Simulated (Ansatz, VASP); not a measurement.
**SnSe: VASP beside Ansatz**

File run.py:

```python
from ase.calculators.vasp import Vasp
from ase.dft.bandgap import bandgap
from ase.io import read

atoms = read('SnSe.cif')
calc = Vasp(
    directory='calc',
    xc='pbesol',
    pp='PBE',
    setups='materialsproject',
    prec='Accurate',
    encut=520,
    ediff=1e-07,
    ismear=0,
    sigma=0.1,
    lreal=False,
    lasph=True,
    nelm=100,
    algo='Fast',
    isif=2,
    lwave=False,
    lcharg=False,
    kpts=[8, 8, 8],
    gamma=True,
)
atoms.calc = calc

print('energy (eV):', atoms.get_potential_energy())
print('free energy (eV):', atoms.get_potential_energy(force_consistent=True))
print('forces (eV/A):')
print(atoms.get_forces())
print('stress (eV/A^3, Voigt):', atoms.get_stress())
print('Fermi level (eV):', calc.get_fermi_level())
gap, top, bottom = bandgap(calc)
print('band gap (eV):', gap, 'from (spin, k, band)', top, 'to', bottom)
```

File SnSe.cif:

```cif
data_SnSe
_cell_length_a 4.25678282
_cell_length_b 4.25678282
_cell_length_c 4.25678282
_cell_angle_alpha 60.00000000
_cell_angle_beta 60.00000000
_cell_angle_gamma 60.00000000
_space_group_name_H-M_alt 'P1'
_space_group_name_Hall 'P 1'
_space_group_IT_number 1
loop_
_space_group_symop_operation_xyz
'x,y,z'
loop_
_atom_site_label
_atom_site_type_symbol
_atom_site_symmetry_multiplicity
_atom_site_Wyckoff_symbol
_atom_site_fract_x
_atom_site_fract_y
_atom_site_fract_z
_atom_site_occupancy
Sn1 Sn 1 a 0.0000000000 0.0000000000 0.0000000000 1
Se1 Se 1 a 0.5000000000 0.5000000000 0.5000000000 1
```

Contents of input.yaml:

```yaml
crystal:
  lattice:
    - [0.0, 3.01, 3.01]
    - [3.01, 0.0, 3.01]
    - [3.01, 3.01, 0.0]
  atoms:
    - { symbol: Sn, position: [0.0, 0.0, 0.0] }
    - { symbol: Se, position: [0.5, 0.5, 0.5] }
hamiltonian:
  xc: pbesol
  pseudopotentials: { kind: paw }
kpoints:
  mp_grid: { grid: [8, 8, 8] }
scf:
  occupations: { method: gaussian, width: 0.1 }
output:
  forces: true
  stress: true
  eigenvalues: true
```

Measurements of this composition are mostly on another form, of space group No. 62.

Alike in both runs: task single point; functional PBEsol; k mesh 8 × 8 × 8; occupations gaussian, width 0.1 eV; no spin polarisation.

|  | VASP | Ansatz |
| --- | --- | --- |
| version | VASP 6.6.1 | Ansatz 0.2.0 |
| potentials or method | VASP PAW PBE potentials, release 64 (Sn_d, Se) | Ansatz PAW |
| plane-wave cutoff (eV) | 520 | 420 |
| valence electrons in the cell | 20 | 30 |

```tsv
	VASP	Ansatz	Ansatz less VASP
gap on the k mesh at the Fermi level (eV)	0.65	0.65	-0.002
least direct gap on the mesh (eV)	0.65	0.65	-0.002
pressure (GPa)	-1.9	-1.9	-0.02
```

The two sets of potentials don't hold the same shells in valence.

Caveats: spin-orbit coupling is left out, which moves the levels of the heavy elements; the PAW data sets were made with another functional, which shifts forces and pressure a little (VASP); the PAW data sets come from PBE, with cores solved anew for the run's functional, which leaves a small shift of forces and pressure (Ansatz). A k mesh can miss the band edges.
